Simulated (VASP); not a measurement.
CO, 2 atoms in the cell. The cell holds a molecule in a box, 2 atoms: a = 12.000 Å, b = 12.500 Å, c = 14.000 Å, α = 90.00°, β = 90.00°, γ = 90.00°. 

| Property | Result |
| --- | --- |
| Program | VASP 6.6.1 |
| Task | single point |
| Functional | r2SCAN |
| Potentials or basis | VASP PAW PBE potentials, release 64 (C, O) |
| Cutoff | 520 eV |
| k mesh | 1 × 1 × 1 |
| Occupations | gaussian, width 0.01 eV |
| Spin | no spin polarisation |
| Dipole correction | no |
| Further INCAR settings | ALGO = Normal; EDIFF = 1e-07; NBANDS = 12 |

Potentials or basis: VASP PAW PBE potentials, release 64 (C, O).

Launch:

```bash
$ cat potpaw_PBE.64/C/POTCAR potpaw_PBE.64/O/POTCAR > POTCAR
$ cp INCAR.step1 INCAR
$ mpirun -np 1 vasp_gam > vasp.out
$ cp INCAR.step2 INCAR
$ mpirun -np 1 vasp_gam > vasp.out
```

Hardware: 1 thread of Intel(R) Xeon(R) 6975P-C (Granite Rapids), with other jobs on the host.

Task: How long does it take, and how much memory?

Result: Wall time 9.3 min on 1 thread of Intel(R) Xeon(R) 6975P-C (Granite Rapids), on a shared host, peak memory 2 GiB. Counts: scf iterations 45, k points 1.
